**Which atom's electrons are where in TaN?**

I work with conducting nitride films and have this density of states (DOS) for ideal rocksalt TaN. Such a nitride can be pictured as metal ions and nitride ions, but the columns look less tidy.

The density of states of rocksalt TaN (a = 4.417 Å) was calculated with Ansatz 0.2.0 using PBE, scalar-relativistic PAW, no spin polarisation, a 420 eV cutoff, a 16×16×16 k mesh and 0.1 eV Gaussian smearing. It was then evaluated by tetrahedra on a 24×24×24 mesh and averaged over 0.2 eV bins. Energies are relative to the Fermi level, and orbital columns are Löwdin projections.

```
energy (eV)  density of states total (states/eV/cell)  DOS Ta 5d (states/eV/cell)  DOS N 2p (states/eV/cell)  DOS N 2s (states/eV/cell)  DOS Ta 6s (states/eV/cell)
      -7.95                                     0.740                        0.19                       0.45                     0.0100                      0.0700
      -7.55                                     0.560                        0.14                       0.35                     0.0100                      0.0400
      -7.15                                     2.250                        0.78                       1.38                     0.0200                      0.0200
      -6.75                                     4.200                        1.28                       2.72                     0.0300                      0.0100
      -6.35                                     1.740                        0.63                       1.06                     0.0100                      0.0000
      -5.95                                     1.170                        0.41                       0.72                     0.0100                      0.0000
      -5.55                                     0.850                        0.28                       0.54                     0.0100                      0.0000
      -5.15                                     0.600                        0.15                       0.43                     0.0000                      0.0000
      -4.75                                     0.270                        0.05                       0.21                     0.0000                      0.0000
      -4.35                                     0.160                        0.05                       0.11                     0.0000                      0.0000
      -3.95                                     0.160                        0.08                       0.08                     0.0000                      0.0000
      -3.55                                     0.210                        0.13                       0.07                     0.0000                      0.0000
      -3.15                                     0.270                        0.18                       0.08                     0.0000                      0.0000
      -2.75                                     0.340                        0.24                       0.09                     0.0000                      0.0000
      -2.35                                     0.420                         0.3                        0.1                     0.0000                      0.0000
      -1.95                                     0.530                         0.4                       0.11                     0.0000                      0.0000
      -1.55                                     0.580                        0.45                       0.11                     0.0100                      0.0100
      -1.15                                     0.650                        0.49                       0.12                     0.0100                      0.0100
      -0.75                                     0.700                        0.54                       0.13                     0.0100                      0.0100
      -0.35                                     0.800                        0.62                       0.14                     0.0100                      0.0100
       0.05                                     0.800                        0.63                       0.12                     0.0100                      0.0200
       0.45                                     0.940                        0.76                       0.13                     0.0100                      0.0200
       0.85                                     1.050                        0.86                       0.14                     0.0100                      0.0200
       1.25                                     1.320                        1.07                       0.17                     0.0200                      0.0300
       1.65                                     1.710                        1.39                       0.21                     0.0400                      0.0400
       2.05                                     2.180                        1.76                       0.28                     0.0600                      0.0500
       2.45                                     1.680                        1.37                       0.19                     0.0600                      0.0500
       2.85                                     1.540                        1.22                       0.17                     0.0700                      0.0600
       3.25                                     1.660                        1.31                       0.15                     0.1000                      0.0800
       3.65                                     0.860                        0.49                       0.13                     0.1300                      0.0900
       4.05                                     1.090                        0.58                       0.15                     0.1900                      0.1100
       4.45                                     1.200                        0.55                       0.18                     0.2000                      0.1300
       4.85                                     1.460                        0.71                       0.23                     0.2000                      0.1500
       5.25                                     0.730                        0.36                       0.16                     0.0600                      0.0900
       5.65                                     0.670                        0.32                       0.17                     0.0300                      0.0800
```

1. Is it a metal, and whose electrons sit at the Fermi level?
2. Is the dip near −4 eV a band gap?
3. Why is there so much Ta 5d in the region of the N 2p states?
4. Can the amount of mixing be estimated by hand?
5. Does Ta keep two d electrons, as Ta³⁺ would?
6. What if the metal brought one electron fewer or more?
7. Which digits can I trust?

**Answer**

**1. The Fermi level.** It is a metal: the DOS is 0.80 states/eV/cell in the row at 0.05 eV, so electrons find empty states at no cost in energy. Ta 5d makes up 79 % of that row and N 2p 15 %. Nitrogen binds its 2p electrons more tightly, so the N 2p states lie mostly lower and are filled. The electrons at the Fermi level are left to the metal's d states.

**2. The dip.** It is a pseudogap, a region with few states but not none. The smallest listed DOS, 0.16, is still a fifth of that at the Fermi level. The leading orbital changes here: N 2p is larger in every row up to −4.35 eV, and Ta 5d in every row from −3.55 eV upwards. No gap opens because the two sets of bands overlap: in the same calculation one d band falls to −5.4 eV, below the top of the N 2p bands.

**3. The 5d share in the N 2p region.** In the main peak, at −6.75 eV, N 2p holds 65 % and Ta 5d 30 %. This is covalent bonding. Where a filled N 2p orbital overlaps an empty Ta 5d orbital, the lower of the two combinations is mostly nitrogen but extends onto the metal.

The hydrogen fluoride molecule is a simpler case: its bonding orbital lies mostly on fluorine and partly on hydrogen. The likeness is incomplete. In the molecule one hydrogen orbital meets one partner, whereas in TaN five d orbitals meet three p orbitals, so some d states are left without a partner.

**4. An estimate by hand.** Suppose that a state forms from one p level and one d level only. Then the further bonding pushes it below the pure p level, the more d character it has taken up. Let a state of energy E have amplitudes c_p and c_d on a p level e_p and a d level e_d, coupled by V. Then

(E − e_d) c_d = V c_p and (E − e_p) c_p = V c_d.

Dividing one equation by the other removes V:

c_d²/c_p² = (E − e_p)/(E − e_d).

The pure levels can be read at Γ, the point of zero wave vector, where symmetry forbids p and d to mix. The calculation puts N 2p there at −3.79 eV. The d orbitals that point between the nitrogen neighbours (t₂g) lie at −2.06 eV, and those that point at them (e_g) at 0.09 eV. Using these levels at every wave vector is an approximation, because direct overlap between like atoms shifts them too. For the main peak at −6.75 eV this gives

- with t₂g: 2.96/4.69 = 0.63
- with e_g: 2.96/6.84 = 0.43
- from the table: 1.28/2.72 = 0.47

The formula has no adjustable constant, so this row did not help to set it. It gets the size of the mixing roughly right, and also the fall of the d share from −5.95 to −4.75 eV. Part of this success is luck. At X, a point on the zone boundary, symmetry again forbids p and d to mix, yet one N 2p state lies there almost as low as the main peak. A low energy alone is therefore no proof of d character.

The formula has a second weakness. It does not get the full shape: over the rows below −4.5 eV, one constant ratio near one half, fitted to these rows, misses by slightly less than either version. In the lowest row both versions give too much 5d; Ta 6s holds 9 % of the DOS there and may take part of the metal's role.

At the main peak above the Fermi level the formula fails. At 2.05 eV it predicts, with t₂g, a ratio of N 2p to Ta 5d of 0.70, and with e_g about half that, but the table has 0.16. The d orbitals without a p partner dilute the nitrogen share, and direct overlap between Ta atoms spreads the d states without any help from nitrogen. The printed output after this answer compares the formula with further rows.

**5. Two d electrons?** Two electrons do sit between the pseudogap and the Fermi level: adding up the rows gives 1.98. But these are not all the 5d electrons. Eight electrons fill the N 2p and Ta 5d bands up to the Fermi level, so six lie below the pseudogap. Multiplying each group by its average 5d share gives about 1.9 5d electrons below the pseudogap and 1.5 above it. Part of the 1.9 comes from the d band that dips to −5.4 eV, the rest from bonding states that are mostly nitrogen.

So in this projection the states below the pseudogap hold more 5d charge than the filled part of the d bands above it. The picture of Ta³⁺ with two d electrons counts states correctly but misplaces the charge. How much charge belongs to which atom depends on the method of division: in the same calculation, Bader's division of the density gives nitrogen about one electron more than the Löwdin projection used here. The 5d counts are therefore no measure of a unique ionic charge.

**6. One electron fewer or more.** If the bands stayed as they are, only the filling would change. One electron fewer, as when the metal comes from the group to the left, lowers the Fermi level by about 1.4 eV and the DOS there to 0.6. One more raises the level by about 1 eV and the DOS to 1.2. The direction follows from the DOS, which climbs from the pseudogap to its peak near 2 eV. The sizes are rougher, because a real change of element also shifts the levels and the lattice constant.

**7. The digits.** Near the Fermi level the DOS is smooth, and 0.8 is a sound value for this calculation. Peaks are less certain: each row averages over 0.2 eV, but the rows are 0.4 eV apart, so a sharp peak can fall between them. Adding up the rows below the pseudogap gives 5.0 electrons where six belong; part of the missing one may also lie below the first row, where the table stops. The listed projections in those rows miss up to about 4 % of the total DOS, so don't read the shares more finely than that, and take entries of 0.01 or 0.02 as "small".

For a real film, the model of the material matters more than the second digit. Spin–orbit coupling, left out here, would split some of the d levels. Rocksalt TaN with equal numbers of both atoms is metastable, and harmonic PBE phonons even find its perfect lattice unstable at zero temperature. Real samples can contain vacancies, which change the DOS. The table describes the perfect crystal, so use it to understand the bonding rather than to predict a film's resistivity.

Numerical output:

```
Ta 5d share of the DOS at 0.05 eV, %: 78.75
N 2p share of the DOS at 0.05 eV, %: 15
DOS at 0.05 eV over the smallest DOS listed: 5
N 2p share at -6.75 eV, %: 64.76
Ta 5d share at -6.75 eV, %: 30.48
Ta 6s share at -7.95 eV, %: 9.459
Ratio 5d to 2p at -4.75, table then t2g model then e_g model: 0.2381, 0.3581, 0.1996
Ratio 5d to 2p at -5.95, table then t2g model then e_g model: 0.5694, 0.5558, 0.3587
Ratio 5d to 2p at -7.95, table then t2g model then e_g model: 0.4222, 0.7065, 0.5184
Rms miss below -4.5 eV, t2g then e_g then constant ratio: 0.1565, 0.1347, 0.1112
Ratio 2p to 5d at 2.05 eV, table then t2g model: 0.1591, 0.7035
Electrons from -4.15 eV to the Fermi level: 1.984
Electrons in the listed bins below -4.15 eV: 5.016
Ta 5d electrons, 6 times lower share then 2 times upper share then sum: 1.895, 1.472, 3.367
N 2p electrons, 6 times lower share then 2 times upper share then sum: 3.813, 0.4421, 4.255
Rigid-band Fermi level for one electron fewer then one more, eV: -1.384, 1.053
Rigid-band DOS for one electron fewer, states/eV/cell: 0.609
Rigid-band DOS for one electron more, states/eV/cell: 1.187
Share of the DOS in the four projections at 5.65 eV, %: 89.55
```
